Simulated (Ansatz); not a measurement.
The calculation used DFT PBE, scalar-relativistic, plane waves, PAW in Ansatz. All cells share a 420 eV cutoff and Γ-centred k meshes spaced about 0.3 Å⁻¹ or finer (0.25 for metals, 2π included). No spin polarisation.

Structures of MgZn₄O, relaxed with PBE:

A.

```
Mg Zn O
1.0
     2.88191    0.00000    0.00000
     0.00000    2.88191    0.00000
     0.00000    0.00000   20.50865
Mg Zn O
2 8 2
Direct
  0.00000 0.50000 0.94554
  0.50000 0.00000 0.05446
  0.00000 0.50000 0.72664
  0.50000 0.00000 0.63616
  0.00000 0.50000 0.54497
  0.50000 0.00000 0.81415
  0.00000 0.50000 0.18585
  0.50000 0.00000 0.27336
  0.00000 0.50000 0.36384
  0.50000 0.00000 0.45504
  0.00000 0.50000 0.05376
  0.50000 0.00000 0.94624
```

B.

```
Mg Zn O
1.0
     3.00716    0.00000    0.00000
    -1.50358    2.60428    0.00000
     0.00000    0.00000   11.18496
Mg Zn O
1 4 1
Direct
  0.33333 0.66667 0.11171
  0.66667 0.33333 0.87830
  0.33333 0.66667 0.51313
  0.00000 0.00000 0.69784
  0.00000 0.00000 0.32654
  0.00000 0.00000 0.02249
```

With PBE the energies per atom relative to A are: B +193 meV.

Question: Does r2SCAN, as single points on these cells at 500 eV, keep the order?

Answer: The order stays A < B.

| cell | group | coarse PBE screen (meV/atom, to 10) | PBE, fine mesh (meV/atom) | r2SCAN at the PBE cell (meV/atom) | r2SCAN pressure (GPa) | gap PBE (eV) | gap r2SCAN (eV) |
| --- | --- | --- | --- | --- | --- | --- | --- |
| A | P4/nmm | 0 | 0 | 0 | -4.2 | 0.00 | 0.00 |
| B | P3m1 | 220 | 193 | 209 | -3.9 | 0.00 | 0.00 |

Energies count from A, gaps are read on the mesh, and pressure is positive in compression.

Trial moments fell under 0.15 μB along the way in P4/nmm and P3m1; another start might hold them. With atoms moved at random, A ended within 5 meV/atom of its own energy, in a cell of lower symmetry. Other cells relaxed within their symmetry can be saddle points.
